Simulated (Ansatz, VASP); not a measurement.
**NaF in VASP and in Ansatz**

File INCAR:

```
PREC = Accurate
ENCUT = 520
EDIFF = 1E-8
ISMEAR = -1
SIGMA = 0.02
LREAL = F
LASPH = T
NELM = 100
ALGO = Normal
ISIF = 2
LWAVE = F
LCHARG = F
LEFG = T
NBANDS = 14
```

File KPOINTS:

```
regular mesh
0
Gamma
  10 10 10
```

The input POSCAR:

```
NaF
1.0
    0.0000000000      2.3310186614      2.3310186614
    2.3310186614      0.0000000000      2.3310186614
    2.3310186614      2.3310186614      0.0000000000
Na F
1 1
Direct
    0.0000000000      0.0000000000      0.0000000000
    0.5000000000      0.5000000000      0.5000000000
```

Input for Ansatz:

```yaml
crystal:
  lattice:
    - [0.0, 2.3310186614, 2.3310186614]
    - [2.3310186614, 0.0, 2.3310186614]
    - [2.3310186614, 2.3310186614, 0.0]
  atoms:
    - { symbol: Na, position: [0.0, 0.0, 0.0] }
    - { symbol: F, position: [0.5, 0.5, 0.5] }
kpoints:
  mp_grid: { grid: [10, 10, 10] }
scf:
  occupations: { method: fermi_dirac, width: 0.02 }
hamiltonian:
  xc: lda
  pseudopotentials: { kind: paw }
output:
  forces: true
  stress: true
  eigenvalues: true
  efg: { contact_densities: true }
```

Change from the starting cell: volume scaled by 1.01, PAW files.

Alike in both runs: task electric field gradients; functional LDA; k mesh 10 × 10 × 10; occupations fermi-dirac, width 0.02 eV; no spin polarisation.

|  | VASP | Ansatz |
| --- | --- | --- |
| version | VASP 6.6.1 | Ansatz 0.2.0 |
| potentials or method | VASP PAW LDA potentials, release 64 (Na_pv, F) | PAW with Ansatz's default frozen-core files, scalar-relativistic |
| plane-wave cutoff (eV) | 520 | 420 |
| valence electrons in the cell | 14 | 16 |

|  | VASP | Ansatz | Ansatz less VASP |
| --- | --- | --- | --- |
| gap on the k mesh at the Fermi level (eV) | 5.86 | 5.88 | +0.022 |
| pressure (GPa) | -5.1 | -5.0 | +0.09 |
| Vzz of the field gradient on the site that differs most (V/Å²) | 0.0 | 0.0 | 0.00 |

The two sets of potentials don't hold the same shells in valence.

A k mesh can miss the band edges.
